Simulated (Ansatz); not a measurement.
KBr under changes of volume

One of the cells (33.055 Å³/atom); the others are scaled copies at fixed shape and fractional positions:

```
CELL_PARAMETERS angstrom
4.04350 0.00000 0.00000
0.00000 4.04350 0.00000
0.00000 0.00000 4.04350
ATOMIC_POSITIONS crystal
Br 0.50000 0.50000 0.50000
K 0.00000 0.00000 0.00000
```

Measurements of this composition are mostly on another form, of space group No. 225.

| Item | Value |
| --- | --- |
| Program | Ansatz 0.2.0 |
| Functional | PBE |
| Potentials or basis | Ansatz PAW |
| Cutoff | 420 eV (not typed: the program's choice for these potentials) |
| k mesh | 7 × 7 × 7 |
| Occupations | fermi-dirac, width 0.05 eV |
| Spin | no spin polarisation |

```csv
volume (Å³/atom),energy over the lowest point (meV/atom),pressure (GPa),gap on the mesh (eV)
31.072,?,?,?
31.733,2.34,0.6,4.02
32.394,0.45,0.3,3.95
33.055,0.00,-0.1,3.89
33.716,0.82,-0.3,3.83
34.378,2.78,-0.6,3.77
35.039,5.74,-0.8,3.72
```

**Question.** What does the run at 31.072 Å³/atom give?

**Answer.** Energy over the lowest point 5.82 meV/atom; pressure 1.1 GPa; gap on the mesh 4.09 eV.

Worked out: A Birch-Murnaghan fit of order 3 (a polynomial in V^(-2/3)) to the other rows has its minimum at 32.95 Å³/atom with B0 = V·E''(V) = 15.7 GPa and B' = 4.9. It gives 5.85 meV/atom at 31.072 Å³/atom, against the run's 5.82, and -dE/dV = 1.1 GPa, against 1.1. A straight line through the other rows of the gap, of slope -3.03 eV per unit of ln V, extrapolates to 4.08 eV, against the run's 4.09.

Energies are extrapolated to zero smearing.

Caveats: odd divisions of the mesh miss points on the zone boundary, where band edges often lie, so the gap on the mesh can be too wide.

A mesh can miss the band edges. Spin-orbit coupling on Br is left out.
